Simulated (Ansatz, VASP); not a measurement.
## Cross-check of Si26O19 (amorphous SiO2 against Si(100), +13 O) between VASP and Ansatz

Wanted: the spread between two codes on one cell, functional and k mesh. Of the first pair: The structure shown is the start of the Ansatz relaxation below; VASP solves that cell, so the two are compared at the walk's first step.

Main program and level: Ansatz 0.2.0; plane waves, with VASP 6.6.1 beside it; single point at PBE.

## (1) Starting point

The cell holds 135 atoms: 78 Si and 57 O. Its edges and angles: a = 10.900 Å, b = 10.900 Å, c = 19.283 Å, α = 90.0°, β = 90.0°, γ = 90.0°. It derives from Si (7 planes of diamond Si(100)). A slab of 7 planes of diamond Si(100) (starting lattice constant a = 5.45 A), 10.90 x 10.90 A in plane. 79 atoms (22 Si, 57 O) packed at random between the slab and its periodic image at 2.2 g/cm^3 (a layer of 9.7 A) and pushed apart as soft spheres. Langevin MD at fixed cell with the MACE-MP-0b2 small potential (Batatia et al., arXiv:2401.00096), steps of 1.5 fs: 0.63 ps at 3200 K with the crystal held, 3200 to 800 K in 1.8 ps with the crystal held, 800 to 300 K in 0.9 ps with its inner planes held; soft walls kept the melt out of the crystal while it was held. Then all atoms and the cell's height relaxed. The structure's axis is c.

## (2) Ansatz: relaxation, PBE

Ansatz runs on its default PAW (the set named soft_2) files.

The two programs are compared at the cell with which this relaxation starts, whose forces are those of its first step.

Input file input.yaml:

```yaml
crystal:
  lattice:
    - [10.9, 0.0, 0.0]
    - [0.0, 10.9, 0.0]
    - [0.0, 0.0, 19.28266]
  atoms:
    - { symbol: Si, position: [0.00283, 0.00385, 0.25126] }
    - { symbol: Si, position: [0.11952, 0.11086, 0.01797] }
    - { symbol: Si, position: [0.99485, 0.25374, 0.0966] }
    - { symbol: Si, position: [0.12353, 0.37243, 0.17734] }
    - { symbol: Si, position: [0.24778, 0.00534, 0.10387] }
    - { symbol: Si, position: [0.36565, 0.13212, 0.18235] }
    - { symbol: Si, position: [0.24497, 0.25461, 0.25473] }
    - { symbol: Si, position: [0.40566, 0.40835, 0.03816] }
    - { symbol: Si, position: [0.12493, 0.12806, 0.32637] }
    - { symbol: Si, position: [0.9956, 0.24818, 0.39982] }
    - { symbol: Si, position: [0.08548, 0.4103, 0.47659] }
    - { symbol: Si, position: [0.24662, 0.99948, 0.39945] }
    - { symbol: Si, position: [0.38708, 0.10056, 0.48274] }
    - { symbol: Si, position: [0.37152, 0.37646, 0.32842] }
    - { symbol: Si, position: [0.00158, 0.49687, 0.25035] }
    - { symbol: Si, position: [0.10354, 0.61117, 0.01568] }
    - { symbol: Si, position: [0.00695, 0.74529, 0.10627] }
    - { symbol: Si, position: [0.12668, 0.87662, 0.17706] }
    - { symbol: Si, position: [0.24846, 0.50398, 0.10894] }
    - { symbol: Si, position: [0.37819, 0.63114, 0.18137] }
    - { symbol: Si, position: [0.25126, 0.75451, 0.24954] }
    - { symbol: Si, position: [0.39563, 0.90001, 0.03082] }
    - { symbol: Si, position: [0.13194, 0.62158, 0.31681] }
    - { symbol: Si, position: [0.00463, 0.73959, 0.38498] }
    - { symbol: Si, position: [0.1022, 0.87678, 0.45553] }
    - { symbol: Si, position: [0.24539, 0.50859, 0.39923] }
    - { symbol: Si, position: [0.36923, 0.65085, 0.46295] }
    - { symbol: Si, position: [0.36978, 0.88111, 0.32211] }
    - { symbol: Si, position: [0.4935, 0.00616, 0.25231] }
    - { symbol: Si, position: [0.59064, 0.09511, 0.06597] }
[... 99 atom lines left out ...]
    - { symbol: O, position: [0.31237, 0.14844, 0.55119] }
    - { symbol: O, position: [0.69734, 0.65253, 0.97892] }
    - { symbol: O, position: [0.49836, 0.00198, 0.50862] }
    - { symbol: O, position: [0.80038, 0.40225, 0.95439] }
    - { symbol: O, position: [0.99669, 0.07209, 0.58821] }
    - { symbol: O, position: [0.97234, 0.97072, 0.47424] }
kpoints:
  mp_grid: { grid: [1, 1, 1] }
hamiltonian:
  xc: pbe
scf:
  occupations: { method: fermi_dirac, width: 0.025 }
output:
  forces: true
relax:
  f_tol: 0.08
  max_steps: 90
  cell: { fix: [a, b, alpha, beta, gamma] }
```

Started as:

```sh
ansatz run input.yaml --threads 4 --pin off --max-ram 8192MiB --backend cpu --events-out ev --progress --plain --runs-dir out
```

Numbers of over 12 decimals in the logs are rounded to 6 here.

Output:

```text
Engine: ansatz 0.2.0, aarch64-unknown-linux-gnu
Pseudopotentials: kind: paw
Pseudopotential: Si, paw, valence charge 4, recommended cutoff 420 eV (normal), Si.paw.azcp
Pseudopotential: O, paw, valence charge 6, recommended cutoff 420 eV (normal), O.paw.azcp
Functional definition: PBE
  parameter kappa = 0.804
  parameter beta = 0.066725
  exchange = pbe_x(kappa = kappa, mu = beta*pi^2/3)
  correlation = pbe_c(beta = beta)
Crystal: 135 atoms, lattice volume = 2290.973 Å³
Basis set: ecut = 420 eV, 44681 PW (Γ), exchange–correlation on 150×150×270 points (8 copies of the dense FFT grid, shifted against one another)
Bands: 462, of which v1, the nominal top of the filled ones, is band 327 counted from 1 (326 counted from 0)
Symmetry: 1 space group operations
Space group: P1 (ITA 1), of the structure as read, at distance tolerance 1.3e-4 Å
k-points: 1
Non-local potential: Si, projectors of the file, l = 0: 2, l = 1: 2, l = 2: 2
Non-local potential: O, projectors of the file, l = 0: 2, l = 1: 2, l = 2: 1
PAW form: soft (Blöchl's): semilocal exchange-correlation on the pseudo side does not see the compensation charge
PAW one-centre angular grid: Si, 110 points (default); XC on 64 Gauss nodes
PAW one-centre angular grid: O, 110 points (default); XC on 64 Gauss nodes
Initial density: superposition of atomic densities (neutral atoms: chi_scale 0, normalization atom), corrected by the library's trained network
Initial wavefunctions: pseudopotential atomic-orbital guess
Functional: x = pbe(κ = 0.804, μ = 0.219515), c = pbe(β = 0.066725)
SCF iter   1: F=—  HF=-81996.762030 eV  |F-HF|=—  |Δ(HF+E_count)|=         —  Δρ=5.63e-3  dr2=2.23e0  ethr=1.77e-3  ⟨swp⟩=6.0  Hψ=2226  notcnv=0  defer=93
preconditioner: auto → LDOS  [insulator: Δε(μ)=0.104 eV  Ē_g=9.857 eV  σ=0.025 eV  W_gap=0.78  n_scr=416 (ndim 8)  ℏωp=18.2 eV  f_vac=0.105  D(μ)=15.70/eV (n_scr^D=46)  ε∞_Penn≈4.4  β→1.0]
SCF iter   2: F=—  HF=-81998.852937 eV  |F-HF|=—  |Δ(HF+E_count)|=    2.09e0  Δρ=4.40e-2  dr2=1.25e2  ethr=3.40e-4  ⟨swp⟩=3.0  Hψ=819  notcnv=0  defer=126  recentre
SCF iter   3: F=—  HF=-81996.592355 eV  |F-HF|=—  |Δ(HF+E_count)|=    2.26e0  Δρ=4.27e-3  dr2=1.16e0  ethr=3.40e-4  ⟨swp⟩=4.0  Hψ=625  notcnv=0  defer=126
SCF iter   4: F=—  HF=-81996.482409 eV  |F-HF|=—  |Δ(HF+E_count)|=   1.10e-1  Δρ=3.08e-3  dr2=5.66e-1  ethr=1.77e-4  ⟨swp⟩=2.0  Hψ=544  notcnv=0  defer=126
SCF iter   5: F=—  HF=-81996.453464 eV  |F-HF|=—  |Δ(HF+E_count)|=   2.89e-2  Δρ=2.45e-3  dr2=3.90e-1  ethr=8.65e-5  ⟨swp⟩=2.0  Hψ=376  notcnv=0  defer=126
SCF iter   6: F=—  HF=-81996.436248 eV  |F-HF|=—  |Δ(HF+E_count)|=   1.72e-2  Δρ=2.28e-3  dr2=3.42e-1  ethr=5.96e-5  ⟨swp⟩=1.0  Hψ=336  notcnv=0  defer=126
SCF iter   7: F=—  HF=-81996.421617 eV  |F-HF|=—  |Δ(HF+E_count)|=   1.46e-2  Δρ=2.12e-3  dr2=2.96e-1  ethr=5.23e-5  ⟨swp⟩=1.0  Hψ=336  notcnv=0  defer=126
SCF iter   8: F=—  HF=-81996.397803 eV  |F-HF|=—  |Δ(HF+E_count)|=   2.38e-2  Δρ=1.85e-3  dr2=2.18e-1  ethr=4.53e-5  ⟨swp⟩=1.0  Hψ=532  notcnv=0  defer=126
SCF iter   9: F=—  HF=-81996.380935 eV  |F-HF|=—  |Δ(HF+E_count)|=   1.69e-2  Δρ=1.56e-3  dr2=1.60e-1  ethr=3.33e-5  ⟨swp⟩=2.0  Hψ=338  notcnv=0  defer=126
SCF iter  10: F=—  HF=-81996.365182 eV  |F-HF|=—  |Δ(HF+E_count)|=   1.58e-2  Δρ=1.20e-3  dr2=9.46e-2  ethr=2.44e-5  ⟨swp⟩=2.0  Hψ=358  notcnv=0  defer=126
SCF iter  11: F=—  HF=-81996.572085 eV  |F-HF|=—  |Δ(HF+E_count)|=   2.07e-1  Δρ=2.39e-2  dr2=3.43e1  ethr=1.45e-5  ⟨swp⟩=3.0  Hψ=805  notcnv=0  defer=126  recentre
SCF iter  12: F=—  HF=-81996.354156 eV  |F-HF|=—  |Δ(HF+E_count)|=   2.18e-1  Δρ=3.37e-4  dr2=4.28e-3  ethr=1.45e-5  ⟨swp⟩=2.0  Hψ=606  notcnv=0  defer=126
SCF iter  13: F=—  HF=-81996.359976 eV  |F-HF|=—  |Δ(HF+E_count)|=   5.82e-3  Δρ=3.13e-3  dr2=5.63e-1  ethr=6.55e-7  ⟨swp⟩=2.0  Hψ=804  notcnv=0  defer=126
SCF iter  14: F=—  HF=-81996.445863 eV  |F-HF|=—  |Δ(HF+E_count)|=   8.59e-2  Δρ=1.60e-2  dr2=1.56e1  ethr=6.55e-7  ⟨swp⟩=3.0  Hψ=630  notcnv=0  defer=126  recentre
SCF iter  15: F=—  HF=-81996.386562 eV  |F-HF|=—  |Δ(HF+E_count)|=   5.93e-2  Δρ=8.94e-3  dr2=4.74e0  ethr=6.55e-7  ⟨swp⟩=2.0  Hψ=608  notcnv=0  defer=126
SCF iter  16: F=—  HF=-81996.356587 eV  |F-HF|=—  |Δ(HF+E_count)|=   3.00e-2  Δρ=1.81e-3  dr2=1.94e-1  ethr=6.55e-7  ⟨swp⟩=2.0  Hψ=608  notcnv=0  defer=126
SCF iter  17: F=—  HF=-81996.354705 eV  |F-HF|=—  |Δ(HF+E_count)|=   1.88e-3  Δρ=9.30e-4  dr2=5.10e-2  ethr=6.55e-7  ⟨swp⟩=2.0  Hψ=802  notcnv=0  defer=126
SCF iter  18: F=—  HF=-81996.355485 eV  |F-HF|=—  |Δ(HF+E_count)|=   7.79e-4  Δρ=1.36e-3  dr2=1.11e-1  ethr=6.55e-7  ⟨swp⟩=1.0  Hψ=336  notcnv=0  defer=126
SCF iter  19: F=—  HF=-81996.354314 eV  |F-HF|=—  |Δ(HF+E_count)|=   1.17e-3  Δρ=7.28e-4  dr2=3.14e-2  ethr=6.55e-7  ⟨swp⟩=2.0  Hψ=338  notcnv=0  defer=126
SCF iter  20: F=—  HF=-81996.353883 eV  |F-HF|=—  |Δ(HF+E_count)|=   4.30e-4  Δρ=3.69e-4  dr2=7.97e-3  ethr=6.55e-7  ⟨swp⟩=1.0  Hψ=336  notcnv=0  defer=126
[...]
- { symbol: Si, position: [0.483754, 0.00733431, 0.253889] }
    - { symbol: Si, position: [0.595518, 0.104117, 0.053246] }
    - { symbol: Si, position: [0.488007, 0.263204, 0.107834] }
    - { symbol: Si, position: [0.624540, 0.370772, 0.183154] }
    - { symbol: Si, position: [0.715399, -0.00819201, 0.132075] }
    - { symbol: Si, position: [0.872092, 0.125626, 0.175249] }
    - { symbol: Si, position: [0.746126, 0.242071, 0.251754] }
    - { symbol: Si, position: [0.893132, 0.417756, 0.032871] }
    - { symbol: Si, position: [0.616369, 0.122568, 0.325898] }
    - { symbol: Si, position: [0.488462, 0.239564, 0.403213] }
    - { symbol: Si, position: [0.644599, 0.338407, 0.469184] }
    - { symbol: Si, position: [0.742100, 0.988899, 0.395182] }
    - { symbol: Si, position: [0.849551, 0.151332, 0.442718] }
    - { symbol: Si, position: [0.870143, 0.373243, 0.317484] }
    - { symbol: Si, position: [0.495411, 0.497637, 0.254796] }
    - { symbol: Si, position: [0.620792, 0.609814, 0.049335] }
    - { symbol: Si, position: [0.497342, 0.753158, 0.107424] }
    - { symbol: Si, position: [0.598594, 0.859957, 0.195331] }
    - { symbol: Si, position: [0.755702, 0.498642, 0.116593] }
    - { symbol: Si, position: [0.876336, 0.632854, 0.181056] }
    - { symbol: Si, position: [0.739117, 0.739346, 0.254946] }
    - { symbol: Si, position: [0.847787, 0.888351, 0.061881] }
    - { symbol: Si, position: [0.620064, 0.617897, 0.329678] }
    - { symbol: Si, position: [0.496062, 0.765413, 0.388986] }
[...]
- { symbol: Si, position: [0.106650, 0.288034, 0.834812] }
    - { symbol: Si, position: [0.059155, 0.880389, 0.754490] }
    - { symbol: Si, position: [0.665934, 0.684152, 0.901933] }
    - { symbol: Si, position: [0.501686, 0.032781, 0.904951] }
    - { symbol: Si, position: [0.798272, 0.870693, 0.808058] }
    - { symbol: Si, position: [0.160064, 0.769651, 0.545453] }
    - { symbol: Si, position: [0.253488, 0.284023, 0.585662] }
    - { symbol: Si, position: [0.024240, 0.019940, 0.876127] }
    - { symbol: O, position: [0.701629, 0.587309, 0.737372] }
    - { symbol: O, position: [0.665260, 0.810773, 0.533968] }
    - { symbol: O, position: [0.028594, 0.349536, 0.899008] }
    - { symbol: O, position: [0.428059, 0.941464, 0.853290] }
    - { symbol: O, position: [0.101132, 0.913252, 0.834880] }
    - { symbol: O, position: [0.842634, 0.414912, 0.687326] }
    - { symbol: O, position: [0.773959, 0.631944, 0.617692] }
    - { symbol: O, position: [0.231982, 0.191128, 0.976015] }
    - { symbol: O, position: [0.870844, 0.173795, 0.921378] }
    - { symbol: O, position: [0.496096, 0.720709, 0.778608] }
    - { symbol: O, position: [0.647454, 0.031678, 0.892746] }
    - { symbol: O, position: [0.306288, 0.737628, 0.526288] }
    - { symbol: O, position: [0.927073, 0.192259, 0.700956] }
    - { symbol: O, position: [1.003097, 0.515051, 0.012930] }
    - { symbol: O, position: [0.091753, 0.725169, 0.954588] }
    - { symbol: O, position: [0.129132, 0.354345, 0.543088] }
    - { symbol: O, position: [0.056909, 0.355590, 0.764392] }
    - { symbol: O, position: [0.968790, 0.603993, 0.703574] }
    - { symbol: O, position: [0.142242, 0.769913, 0.722702] }
    - { symbol: O, position: [0.873429, 0.982121, 0.864650] }
    - { symbol: O, position: [0.511691, 0.516044, 0.025687] }
    - { symbol: O, position: [0.834626, 0.325291, 0.815451] }
    - { symbol: O, position: [0.491410, 1.003573, 0.998897] }
    - { symbol: O, position: [0.078940, 0.999861, 0.704636] }
[...]
- { symbol: O, position: [0.156685, 0.202943, 0.639151] }
    - { symbol: O, position: [0.064062, 0.024036, 0.958991] }
    - { symbol: O, position: [0.310266, 0.152588, 0.544576] }
    - { symbol: O, position: [0.705241, 0.652905, 0.982322] }
    - { symbol: O, position: [0.494914, -0.00646869, 0.499481] }
    - { symbol: O, position: [0.817756, 0.397138, 0.957967] }
    - { symbol: O, position: [0.979164, 0.069874, 0.587637] }
    - { symbol: O, position: [0.981336, 0.938991, 0.478122] }
```

The column dr2 measures how far the density is from self-consistency, as an energy; F and HF (Harris–Foulkes) agree once it is small.

## (3) VASP: single point, PBE, start cell, pair 1

The same cell, functional, mesh and smearing now go to VASP, with its own data sets.

Lines of VASP's logs that name or quote its potential files are left out, and so is its time.

Input file INCAR:

```
SYSTEM = Si26O19
PREC = Accurate
ENCUT = 520
EDIFF = 1E-06
NELM = 120
ISMEAR = -1
SIGMA = 0.025
LREAL = Auto
ALGO = Normal
GGA = PE
NBANDS = 421
LORBIT = 11
LWAVE = .FALSE.
LCHARG = .FALSE.
ISIF = 2
LASPH = .TRUE.
GGA_COMPAT = .FALSE.
EFERMI = MIDGAP
```

Input file POSCAR:

```
Si26O19
1.0
   10.9000000000      0.0000000000      0.0000000000
    0.0000000000     10.9000000000      0.0000000000
    0.0000000000      0.0000000000     19.2826600000
Si O
78 57
Direct
    0.0028256881      0.0038532110      0.2512620147
    0.1195229358      0.1108623853      0.0179695125
    0.9948532110      0.2537431193      0.0965997430
    0.1235321101      0.3724311927      0.1773406781
    0.2477798165      0.0053394495      0.1038705241
    0.3656513761      0.1321192661      0.1823503604
    0.2449724771      0.2546055046      0.2547314530
    0.4056605505      0.4083486239      0.0381586358
    0.1249266055      0.1280642202      0.3263709467
    0.9955963303      0.2481834862      0.3998203567
    0.0854770642      0.4103027523      0.4765888109
    0.2466238532      0.9994770642      0.3994521503
    0.3870825688      0.1005596330      0.4827394146
    0.3715229358      0.3764587156      0.3284194193
    0.0015779817      0.4968715596      0.2503492775
    0.1035412844      0.6111743119      0.0156824836
    0.0069541284      0.7452935780      0.1062716451
    0.1266788991      0.8766238532      0.1770606338
    0.2484587156      0.5039816514      0.1089424384
    0.3781926606      0.6311376147      0.1813702051
    0.2512568807      0.7545137615      0.2495402605
    0.3956330275      0.9000091743      0.0308204366
    0.1319357798      0.6215779817      0.3168079508
    0.0046330275      0.7395871560      0.3849780061
    0.1022018349      0.8767798165      0.4555284385
    0.2453944954      0.5085871560      0.3992291520
    0.3692293578      0.6508532110      0.4629496138
    0.3697798165      0.8811100917      0.3221080494
    0.4935045872      0.0061559633      0.2523095880
    0.5906422018      0.0951100917      0.0659711886
[... 99 atom lines left out ...]
    0.3123669725      0.1484403670      0.5511895143
    0.6973394495      0.6525321101      0.9789209580
    0.4983577982      0.0019816514      0.5086175870
    0.8003761468      0.4022477064      0.9543911473
    0.9966880734      0.0720917431      0.5882124147
    0.9723394495      0.9707155963      0.4742395499
```

Input file KPOINTS:

```
Automatic mesh
0
Gamma
1 1 1
0 0 0
```

The projector-augmented-wave data sets are Si and O (PBE family, release 64).

Started as:

```sh
export OMP_NUM_THREADS=3
mpirun -np 1 vasp_gam
```

Output:

```text
[banner, memory and clock lines left out]
running    1 mpi-ranks, on    1 nodes
[...]
Offloading initialized ...    1 GPUs detected
[...]
LDA part: xc-table for (Slater+PW92), standard interpolation
 POSCAR, INCAR and KPOINTS ok, starting setup
[...]
entering main loop
       N       E                     dE             d eps       ncg     rms          rms(c)
DAV:   1     0.528129873287E+04    0.52813E+04   -0.34399E+05   850   0.145E+03
DAV:   2    -0.386637103753E+03   -0.56679E+04   -0.53696E+04  1031   0.318E+02
DAV:   3    -0.985770286634E+03   -0.59913E+03   -0.59211E+03   996   0.108E+02
DAV:   4    -0.100269377415E+04   -0.16923E+02   -0.16834E+02   980   0.196E+01
[...]
DAV:  23    -0.906943887030E+03    0.28709E-04   -0.83071E-05  1044   0.123E-02    0.105E-02
DAV:  24    -0.906943888350E+03   -0.13199E-05   -0.16550E-05   980   0.683E-03    0.798E-03
DAV:  25    -0.906943887719E+03    0.63039E-06   -0.41313E-06   644   0.350E-03
   1 F= -.90694389E+03 E0= -.90691558E+03  d E =-.566239E-01
```

Parts of OUTCAR (step 3):

```text
  FREE ENERGIE OF THE ION-ELECTRON SYSTEM (eV)
  ---------------------------------------------------
  free  energy   TOTEN  =      -906.9438877194 eV

  energy  without entropy=     -906.8872638270  energy(sigma->0) =     -906.91557577

[... 1 further part left out ...]
```

The run ends at a pressure of -0.19 GPa, with forces up to 2.9 eV/Å.

## (4) Side by side

Known differences besides the potentials themselves: the cutoff is 420 eV in Ansatz and 520 eV in VASP (PREC = Accurate, projectors in real space). Total energies have different zeros and are not compared.

Forces on 10 of the 135 atoms, those with the largest forces and the largest differences (eV/Å; atoms numbered as in POSCAR):

```tsv
atom	Ansatz x, y, z	VASP x, y, z
Si25	0.685, -0.963, -2.631	0.704, -0.980, -2.638
Si40	-0.641, -0.812, 0.357	-0.640, -0.812, 0.358
Si41	-0.702, 2.014, -1.529	-0.679, 1.989, -1.539
Si59	0.047, -0.234, 2.430	0.106, -0.294, 2.435
Si60	0.890, 0.458, -0.659	0.935, 0.494, -0.692
Si66	-0.240, -1.200, -0.218	-0.270, -1.200, -0.175
Si75	-0.378, 0.232, -0.123	-0.264, 0.193, -0.041
O93	0.020, -0.065, 0.319	-0.053, -0.018, 0.295
O113	0.673, -0.778, 0.693	0.678, -0.779, 0.696
O125	0.319, -0.070, 0.021	0.179, -0.028, -0.054
```

The forces differ by 24 meV/Å r.m.s., which is 6.6 % of the r.m.s. force of 0.363 eV/Å (both taken over all components).

[end of part 1 of 2]

[Lines on the potential files, build, host, timing and source positions are cut from VASP's logs without a mark.]

[Logs are printed without paths, hosts, clocks, repeated set-up lines and the standing remarks that a program may print on its own settings, such as how far it seeks lower states.]

[Hosts, paths, dates, database ids (printed as entryN), source tags and the programs' standing remarks are cut or masked in the printed files.]
